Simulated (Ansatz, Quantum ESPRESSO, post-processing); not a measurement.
# Charging honeycomb BAs, 2 layers, AB stacking, part 3 of 4

How does the Fermi level of honeycomb BAs, 2 layers, AB stacking move as charge is added against a counter-electrode?

Quantum ESPRESSO 7.5; plane-wave DFT, PBEsol, GBRV ultrasoft pseudopotentials; geometry by Ansatz 0.2.0 with PAW datasets.

So far. Step 3 (Self-consistent run: charge -0.0299 e): Gauss's law asks for a slope of 180.95 q/A = -0.550 eV/Å in the gap; the run gives -0.550. Step 4 (Ground state: charge -0.0149 e): The electrode's potential over the Fermi level goes from 1.183 to 2.799 eV, the far face's from 4.261 to 4.300 eV.

### 5. Ground state

Input file q2.in:

```
&control
  prefix = 'q2'
  outdir = './out'
  pseudo_dir = './pseudo'
  calculation = 'scf'
  tprnfor = .true.
/
&system
  ibrav = 0
  nat = 4
  ntyp = 2
  ecutwfc = 40
  ecutrho = 200
  occupations = 'smearing'
  smearing = 'fd'
  degauss = 0.004
  assume_isolated = 'esm'
  esm_bc = 'bc3'
  tot_charge = 0.0
/
&electrons
  conv_thr = 1e-08
  mixing_beta = 0.4
  electron_maxstep = 120
  mixing_mode = 'local-TF'
  startingpot = 'file'
/
ATOMIC_SPECIES
  As  74.9216  as_pbesol_v1.uspp.F.UPF
  B   10.8100  b_pbesol_v1.4.uspp.F.UPF
CELL_PARAMETERS angstrom
  3.37073651415952 0.00000000000000 -0.00000000000000
  -1.68536825707976 2.91914345072595 -0.00000000000000
  -0.00000000000000 -0.00000000000000 19.30000000000000
ATOMIC_POSITIONS crystal
  As  0.666666666667 0.333333333333 -0.040893043906
  B   0.333333333333 0.666666666667 -0.043518822017
  As  0.000000000000 -0.000000000000 0.147145765023
  B   0.666666666667 0.333333333333 0.144646160541
K_POINTS automatic
  24 24 1 0 0 0
```

The run is started by

```sh
> cp -r out/q1.save out/q2.save
> OMP_NUM_THREADS=1 mpirun -n 4 pw.x -nk 4 -in q2.in > q2.out
```

Output:

```text
[banner, memory and clock lines left out]
Program PWSCF v.7.5 starts
[...]
Message from routine setup:
[...]
number of electrons       =        16.00
     number of Kohn-Sham states=           12
     kinetic-energy cutoff     =      40.0000  Ry
     charge density cutoff     =     200.0000  Ry
[...]
number of k points=    61  Fermi-Dirac smearing, width (Ry)=  0.0040
[...]
Dense  grid:    61227 G-vectors     FFT dimensions: (  30,  30, 180)
[...]
The initial density is read from file :
[...]
negative rho (up, down):  1.919E-04 0.000E+00
     Starting wfcs are   16 randomized atomic wfcs
[...]
negative rho (up, down):  1.728E-04 0.000E+00
[...]
estimated scf accuracy    <       0.00362544 Ry
[...]
negative rho (up, down):  4.040E-04 0.000E+00
[...]
estimated scf accuracy    <       0.00281332 Ry
[...]
negative rho (up, down):  3.097E-04 0.000E+00
[...]
estimated scf accuracy    <       0.00040188 Ry
[...]
negative rho (up, down):  1.142E-04 0.000E+00
[...]
estimated scf accuracy    <       0.00034251 Ry
[...]
negative rho (up, down):  4.079E-05 0.000E+00
[...]
estimated scf accuracy    <       0.00017165 Ry
[...]
negative rho (up, down):  2.818E-05 0.000E+00
[...]
estimated scf accuracy    <       0.00004882 Ry
[...]
negative rho (up, down):  2.405E-05 0.000E+00
[...]
estimated scf accuracy    <       0.00003172 Ry
[...]
negative rho (up, down):  7.452E-05 0.000E+00
[...]
estimated scf accuracy    <       0.00001658 Ry
[...]
negative rho (up, down):  9.404E-05 0.000E+00
[...]
estimated scf accuracy    <       0.00000302 Ry
[...]
negative rho (up, down):  1.190E-04 0.000E+00
[...]
estimated scf accuracy    <       0.00000091 Ry
[...]
negative rho (up, down):  1.520E-04 0.000E+00
[...]
estimated scf accuracy    <       0.00000046 Ry
[...]
negative rho (up, down):  1.756E-04 0.000E+00
[...]
estimated scf accuracy    <       0.00000022 Ry
[...]
negative rho (up, down):  1.837E-04 0.000E+00
[...]
estimated scf accuracy    <       0.00000003 Ry
[...]
negative rho (up, down):  1.836E-04 0.000E+00
[...]
estimated scf accuracy    <       0.00000001 Ry
[...]
negative rho (up, down):  1.938E-04 0.000E+00
[...]
estimated scf accuracy    <       0.00000001 Ry
[...]
negative rho (up, down):  1.966E-04 0.000E+00
[...]
the Fermi energy is    -4.7049 ev
!    total energy              =     -92.54750317 Ry
     estimated scf accuracy    <          3.1E-09 Ry
     smearing contrib. (-TS)   =      -0.00000417 Ry
     internal energy E=F+TS    =     -92.54749900 Ry
[...]
one-electron contribution =   -2608.50414396 Ry
     hartree contribution      =    1305.47413474 Ry
     xc contribution           =     -68.33247406 Ry
     ewald contribution        =    1278.81498429 Ry
     convergence has been achieved in  16 iterations
     negative rho (up, down):  1.966E-04 0.000E+00
[...]
Total force =     0.001467     Total SCF correction =     0.000167
[...]
```

The job ended after 64 s (4 MPI ranks of Arm Neoverse V2, shared host; peak memory 0.41 GiB; 4.3 min of CPU time).

This step gave:

- Fermi energy: -4.705 eV
- vacuum line at the lower end of the cell, over the Fermi level: 4.606 eV
- slope of the potential above: 1.58e-5 eV/Å
- vacuum line at the upper end of the cell, over the Fermi level: 4.705 eV

The run needed 16 iterations to bring the estimated error under 1e-08 Ry.

The electrode's potential over the Fermi level goes from 2.799 to 4.705 eV, the far face's from 4.300 to 4.606 eV. The neutral sheet has a gap, in which the smearing places the Fermi level.

### 6. SCF with pw.x: charge 0.0149 e

q3.in, as its differences from the input of step 5:

```diff
@@ -1,3 +1,3 @@
 &control
-  prefix = 'q2'
+  prefix = 'q3'
   outdir = './out'
@@ -18,3 +18,3 @@
   esm_bc = 'bc3'
-  tot_charge = 0.0
+  tot_charge = 0.0149
 /
```

The run is started by

```sh
> cp -r out/q2.save out/q3.save
> OMP_NUM_THREADS=1 mpirun -n 4 pw.x -nk 4 -in q3.in > q3.out
```

Output:

```text
[banner, memory and clock lines left out]
Program PWSCF v.7.5 starts
[...]
Message from routine setup:
[...]
number of electrons       =        15.99
     number of Kohn-Sham states=           12
     kinetic-energy cutoff     =      40.0000  Ry
     charge density cutoff     =     200.0000  Ry
[...]
number of k points=    61  Fermi-Dirac smearing, width (Ry)=  0.0040
[...]
Dense  grid:    61227 G-vectors     FFT dimensions: (  30,  30, 180)
[...]
The initial density is read from file :
[...]
negative rho (up, down):  1.965E-04 0.000E+00
     Starting wfcs are   16 randomized atomic wfcs
[...]
negative rho (up, down):  1.709E-04 0.000E+00
[...]
estimated scf accuracy    <       0.00501223 Ry
[...]
negative rho (up, down):  4.569E-04 0.000E+00
[...]
estimated scf accuracy    <       0.00387267 Ry
[...]
negative rho (up, down):  4.174E-04 0.000E+00
[...]
estimated scf accuracy    <       0.00059872 Ry
[...]
negative rho (up, down):  1.818E-04 0.000E+00
[...]
estimated scf accuracy    <       0.00045786 Ry
[...]
negative rho (up, down):  3.364E-05 0.000E+00
[...]
estimated scf accuracy    <       0.00019217 Ry
[...]
negative rho (up, down):  3.614E-05 0.000E+00
[...]
estimated scf accuracy    <       0.00001555 Ry
[...]
negative rho (up, down):  3.688E-05 0.000E+00
[...]
estimated scf accuracy    <       0.00002968 Ry
[...]
negative rho (up, down):  3.834E-05 0.000E+00
[...]
estimated scf accuracy    <       0.00003566 Ry
[...]
negative rho (up, down):  6.333E-05 0.000E+00
[...]
estimated scf accuracy    <       0.00004837 Ry
[...]
negative rho (up, down):  6.190E-05 0.000E+00
[...]
estimated scf accuracy    <       0.00001008 Ry
[...]
negative rho (up, down):  1.038E-04 0.000E+00
[...]
estimated scf accuracy    <       0.00000745 Ry
[...]
negative rho (up, down):  1.107E-04 0.000E+00
[...]
estimated scf accuracy    <       0.00000185 Ry
[...]
negative rho (up, down):  1.063E-04 0.000E+00
[...]
estimated scf accuracy    <       0.00000105 Ry
[...]
negative rho (up, down):  1.097E-04 0.000E+00
[...]
estimated scf accuracy    <       0.00000103 Ry
[...]
negative rho (up, down):  1.642E-04 0.000E+00
[...]
estimated scf accuracy    <       0.00000515 Ry
[...]
negative rho (up, down):  1.901E-04 0.000E+00
[...]
estimated scf accuracy    <       0.00000008 Ry
[...]
negative rho (up, down):  1.861E-04 0.000E+00
[...]
estimated scf accuracy    <       0.00000103 Ry
[...]
negative rho (up, down):  1.897E-04 0.000E+00
[...]
estimated scf accuracy    <       0.00000017 Ry
[...]
negative rho (up, down):  2.007E-04 0.000E+00
[...]
the Fermi energy is    -6.4937 ev
!    total energy              =     -92.54127089 Ry
     estimated scf accuracy    <          4.7E-09 Ry
     smearing contrib. (-TS)   =      -0.00015379 Ry
     internal energy E=F+TS    =     -92.54111710 Ry
[...]
one-electron contribution =   -2606.74225625 Ry
     hartree contribution      =    1303.71028474 Ry
     xc contribution           =     -68.32412988 Ry
     ewald contribution        =    1278.81498429 Ry
     convergence has been achieved in  19 iterations
     negative rho (up, down):  2.007E-04 0.000E+00
[...]
Total force =     0.001681     Total SCF correction =     0.000114
[...]
```

Run time: 68 s. Hardware: 4 MPI ranks; peak memory 0.57 GiB; 4.6 min of CPU time.

Read from the output:

* Fermi energy: -6.494 eV
* vacuum line at the lower end of the cell, over the Fermi level: 4.882 eV
* slope of the potential above: 0.2743 eV/Å
* vacuum line at the upper end of the cell, over the Fermi level: 6.494 eV

The electrode's potential over the Fermi level goes from 4.705 to 6.494 eV, the far face's from 4.606 to 4.882 eV. The neutral sheet has a gap, in which the smearing places the Fermi level.

### 7. Ground state: charge 0.0299 e

q4.in, as its differences from the input of step 6:

```diff
@@ -1,3 +1,3 @@
 &control
-  prefix = 'q3'
+  prefix = 'q4'
   outdir = './out'
@@ -18,3 +18,3 @@
   esm_bc = 'bc3'
-  tot_charge = 0.0149
+  tot_charge = 0.0299
 /
```

The run is started by

```sh
> cp -r out/q3.save out/q4.save
> OMP_NUM_THREADS=1 mpirun -n 4 pw.x -nk 4 -in q4.in > q4.out
```

Output:

```text
[banner, memory and clock lines left out]
Program PWSCF v.7.5 starts
[...]
Message from routine setup:
[...]
number of electrons       =        15.97
     number of Kohn-Sham states=           12
     kinetic-energy cutoff     =      40.0000  Ry
     charge density cutoff     =     200.0000  Ry
[...]
number of k points=    61  Fermi-Dirac smearing, width (Ry)=  0.0040
[...]
Dense  grid:    61227 G-vectors     FFT dimensions: (  30,  30, 180)
[...]
The initial density is read from file :
[...]
negative rho (up, down):  2.006E-04 0.000E+00
     Starting wfcs are   16 randomized atomic wfcs
[...]
negative rho (up, down):  1.712E-04 0.000E+00
[...]
estimated scf accuracy    <       0.00518937 Ry
[...]
negative rho (up, down):  4.417E-04 0.000E+00
[...]
estimated scf accuracy    <       0.00402365 Ry
[...]
negative rho (up, down):  3.744E-04 0.000E+00
[...]
estimated scf accuracy    <       0.00058888 Ry
[...]
negative rho (up, down):  1.680E-04 0.000E+00
[...]
estimated scf accuracy    <       0.00040142 Ry
[...]
negative rho (up, down):  3.495E-05 0.000E+00
[...]
estimated scf accuracy    <       0.00016900 Ry
[...]
negative rho (up, down):  3.615E-05 0.000E+00
[...]
estimated scf accuracy    <       0.00002310 Ry
[...]
negative rho (up, down):  3.616E-05 0.000E+00
[...]
estimated scf accuracy    <       0.00003217 Ry
[...]
negative rho (up, down):  3.596E-05 0.000E+00
[...]
estimated scf accuracy    <       0.00003460 Ry
[...]
negative rho (up, down):  6.409E-05 0.000E+00
[...]
estimated scf accuracy    <       0.00002569 Ry
[...]
negative rho (up, down):  8.459E-05 0.000E+00
[...]
estimated scf accuracy    <       0.00000791 Ry
[...]
negative rho (up, down):  7.983E-05 0.000E+00
[...]
estimated scf accuracy    <       0.00000151 Ry
[...]
negative rho (up, down):  1.346E-04 0.000E+00
[...]
estimated scf accuracy    <       0.00000108 Ry
[...]
negative rho (up, down):  1.554E-04 0.000E+00
[...]
estimated scf accuracy    <       0.00000119 Ry
[...]
negative rho (up, down):  1.791E-04 0.000E+00
[...]
estimated scf accuracy    <       0.00000012 Ry
[...]
negative rho (up, down):  1.777E-04 0.000E+00
[...]
estimated scf accuracy    <       0.00000020 Ry
[...]
negative rho (up, down):  1.897E-04 0.000E+00
[...]
estimated scf accuracy    <       0.00000009 Ry
[...]
negative rho (up, down):  1.957E-04 0.000E+00
[...]
estimated scf accuracy    <       0.00000002 Ry
[...]
negative rho (up, down):  2.044E-04 0.000E+00
[...]
the Fermi energy is    -8.0491 ev
!    total energy              =     -92.53325370 Ry
     estimated scf accuracy    <          4.2E-09 Ry
     smearing contrib. (-TS)   =      -0.00021789 Ry
     internal energy E=F+TS    =     -92.53303581 Ry
[...]
one-electron contribution =   -2604.96209536 Ry
     hartree contribution      =    1301.92967489 Ry
     xc contribution           =     -68.31559963 Ry
     ewald contribution        =    1278.81498429 Ry
     convergence has been achieved in  18 iterations
     negative rho (up, down):  2.044E-04 0.000E+00
[...]
Total force =     0.001906     Total SCF correction =     0.000097
[...]
```

It took 63 s on 4 MPI ranks; peak memory 0.41 GiB.

Read from the output:

* Fermi energy: -8.049 eV
* vacuum line at the lower end of the cell, over the Fermi level: 4.908 eV
* slope of the potential above: 0.5505 eV/Å
* vacuum line at the upper end of the cell, over the Fermi level: 8.049 eV

The electrode's potential over the Fermi level goes from 6.494 to 8.049 eV, the far face's from 4.882 to 4.908 eV.

### 8. Self-consistent run: charge 0.0597 e

q5.in, as its differences from the input of step 7:

```diff
@@ -1,3 +1,3 @@
 &control
-  prefix = 'q4'
+  prefix = 'q5'
   outdir = './out'
@@ -18,3 +18,3 @@
   esm_bc = 'bc3'
-  tot_charge = 0.0299
+  tot_charge = 0.0597
 /
```

The run is started by

```sh
> cp -r out/q4.save out/q5.save
> OMP_NUM_THREADS=1 mpirun -n 4 pw.x -nk 4 -in q5.in > q5.out
```

Output:

```text
[banner, memory and clock lines left out]
Program PWSCF v.7.5 starts
[...]
Message from routine setup:
[...]
number of electrons       =        15.94
     number of Kohn-Sham states=           12
     kinetic-energy cutoff     =      40.0000  Ry
     charge density cutoff     =     200.0000  Ry
[...]
number of k points=    61  Fermi-Dirac smearing, width (Ry)=  0.0040
[...]
Dense  grid:    61227 G-vectors     FFT dimensions: (  30,  30, 180)
[...]
The initial density is read from file :
[...]
negative rho (up, down):  2.040E-04 0.000E+00
     Starting wfcs are   16 randomized atomic wfcs
[...]
negative rho (up, down):  1.692E-04 0.000E+00
[...]
estimated scf accuracy    <       0.02824902 Ry
[...]
negative rho (up, down):  8.028E-04 0.000E+00
[...]
estimated scf accuracy    <       0.01830456 Ry
[...]
negative rho (up, down):  1.108E-03 0.000E+00
[...]
estimated scf accuracy    <       0.00346843 Ry
[...]
negative rho (up, down):  2.058E-04 0.000E+00
[...]
estimated scf accuracy    <       0.00190948 Ry
[...]
negative rho (up, down):  2.293E-04 0.000E+00
[...]
estimated scf accuracy    <       0.00960899 Ry
[...]
negative rho (up, down):  2.521E-04 0.000E+00
[...]
estimated scf accuracy    <       0.00365513 Ry
[...]
negative rho (up, down):  2.377E-04 0.000E+00
[...]
estimated scf accuracy    <       0.00111892 Ry
[...]
negative rho (up, down):  2.360E-04 0.000E+00
[...]
estimated scf accuracy    <       0.00072538 Ry
[...]
negative rho (up, down):  2.212E-04 0.000E+00
[...]
estimated scf accuracy    <       0.00062526 Ry
[...]
negative rho (up, down):  2.435E-04 0.000E+00
[...]
estimated scf accuracy    <       0.00080070 Ry
[...]
negative rho (up, down):  2.473E-04 0.000E+00
[...]
estimated scf accuracy    <       0.00057550 Ry
[...]
negative rho (up, down):  4.122E-05 0.000E+00
[...]
estimated scf accuracy    <       0.00057651 Ry
[...]
negative rho (up, down):  3.595E-05 0.000E+00
[...]
estimated scf accuracy    <       0.00040876 Ry
[...]
negative rho (up, down):  6.468E-05 0.000E+00
[...]
estimated scf accuracy    <       0.00039739 Ry
[...]
negative rho (up, down):  1.047E-04 0.000E+00
[...]
estimated scf accuracy    <       0.00050697 Ry
[...]
negative rho (up, down):  5.868E-05 0.000E+00
[...]
estimated scf accuracy    <       0.00052939 Ry
[...]
negative rho (up, down):  9.789E-05 0.000E+00
[...]
estimated scf accuracy    <       0.00029840 Ry
[...]
negative rho (up, down):  5.239E-05 0.000E+00
[...]
estimated scf accuracy    <       0.00288546 Ry
[...]
negative rho (up, down):  1.690E-05 0.000E+00
[...]
estimated scf accuracy    <       0.00040077 Ry
[...]
negative rho (up, down):  2.876E-05 0.000E+00
[...]
estimated scf accuracy    <       0.00023145 Ry
[...]
negative rho (up, down):  5.927E-05 0.000E+00
[...]
estimated scf accuracy    <       0.00011745 Ry
[...]
negative rho (up, down):  6.100E-05 0.000E+00
[...]
estimated scf accuracy    <       0.00001767 Ry
[...]
negative rho (up, down):  7.542E-05 0.000E+00
[...]
estimated scf accuracy    <       0.00002387 Ry
[...]
negative rho (up, down):  1.022E-04 0.000E+00
[...]
estimated scf accuracy    <       0.00002327 Ry
[...]
negative rho (up, down):  1.163E-04 0.000E+00
[...]
estimated scf accuracy    <       0.00001380 Ry
[...]
negative rho (up, down):  1.216E-04 0.000E+00
[...]
estimated scf accuracy    <       0.00000563 Ry
[...]
negative rho (up, down):  1.412E-04 0.000E+00
[...]
estimated scf accuracy    <       0.00000063 Ry
[...]
negative rho (up, down):  1.813E-04 0.000E+00
[...]
estimated scf accuracy    <       0.00000154 Ry
[...]
negative rho (up, down):  1.927E-04 0.000E+00
[...]
estimated scf accuracy    <       0.00000031 Ry
[...]
negative rho (up, down):  1.964E-04 0.000E+00
[...]
estimated scf accuracy    <       0.00000002 Ry
[...]
negative rho (up, down):  2.046E-04 0.000E+00
[...]
estimated scf accuracy    <       0.00000003 Ry
[...]
negative rho (up, down):  2.106E-04 0.000E+00
[...]
the Fermi energy is   -11.1352 ev
!    total energy              =     -92.51224893 Ry
     estimated scf accuracy    <          5.8E-09 Ry
     smearing contrib. (-TS)   =      -0.00026673 Ry
     internal energy E=F+TS    =     -92.51198220 Ry
[...]
one-electron contribution =   -2601.39571566 Ry
     hartree contribution      =    1298.36699864 Ry
     xc contribution           =     -68.29824947 Ry
     ewald contribution        =    1278.81498429 Ry
     convergence has been achieved in  32 iterations
     negative rho (up, down):  2.106E-04 0.000E+00
[...]
Total force =     0.002811     Total SCF correction =     0.000159
[...]
```

Elapsed: 88 s, on 4 MPI ranks; peak memory 0.48 GiB.

Read from the output:

```
Fermi energy                                                   : -11.14 eV
vacuum line at the lower end of the cell, over the Fermi level : 4.929 eV
slope of the potential above                                   : 1.099 eV/Å
vacuum line at the upper end of the cell, over the Fermi level : 11.14 eV
```

The electrode's potential over the Fermi level goes from 8.049 to 11.135 eV, the far face's from 4.908 to 4.929 eV.

Gauss's law asks for a slope of 180.95 q/A = 1.098 eV/Å in the gap; the run gives 1.099.

Each curve counts from the Fermi level of its own run.

The potential energy (potential at -0.0299 e) oscillates, so the rows of the table below give means over windows of 1.93 Å about each position, cut where the curve ends. Its maxima inside the range that stand out by 2 % of the span (Å: eV): -0.8: 20.5, 1.0: 3.58, 2.9: 20.3, 4.9: 3.58. Its minima: -1.4: -4.30, -0.1: -3.86, 2.1: -4.50, 3.5: -3.86.

The runs together. Table of potential energy by z; means over each step:

```tsv
z (Å)	potential at -0.0299 e (eV)	potential at -0.0149 e (eV)	potential at 0 e (eV)	potential at 0.0149 e (eV)	potential at 0.0299 e (eV)	potential at 0.0597 e (eV)
-8.69	4.26	4.30	4.61	4.88	4.91	4.93
-6.76	4.26	4.30	4.61	4.88	4.91	4.93
-4.83	4.26	4.30	4.60	4.88	4.91	4.93
-2.90	3.78	3.82	4.12	4.40	4.42	4.44
-0.97	5.27	5.31	5.61	5.88	5.91	5.93
0.96	2.12	2.20	2.56	2.84	2.88	2.91
2.89	5.02	5.16	5.58	5.89	5.94	6.01
4.82	3.13	3.45	4.07	4.57	4.83	5.32
6.75	2.77	3.59	4.70	5.70	6.46	7.96
8.68	1.74	3.08	4.70	6.21	7.49	10.0
```

### 9. Potential against charge, and the capacitance

Electrode's potential less the Fermi level against charge of the slab:

```tsv
charge of the slab (1e13 e/cm²)	electrode's potential less the Fermi level (eV)
-3.04	1.18
-1.51	2.80
0.00	4.70
1.51	6.49
3.04	8.05
6.07	11.1
```

Slopes between neighbouring charges; a slope that includes zero charge spans the gap. Differential capacitance against charge of the slab:

```tsv
charge of the slab (1e13 e/cm²)	differential capacitance (μF/cm²)
-2.28	1.51
-0.76	1.27
0.76	1.36
2.28	1.57
4.55	1.57
```

[end of part 3 of 4]

[Logs are printed without paths, hosts, clocks, repeated set-up lines and the standing remarks that a program may print on its own settings, such as how far it seeks lower states.]

[Hosts, paths, dates, database ids (printed as entryN), source tags and the programs' standing remarks are cut or masked in the printed files.]

[Maps of the electrostatic potential energy from Ansatz leave out the sawtooth potential of an applied field or a dipole correction, so their vacuum need not be flat; planar profiles and work functions include it.]
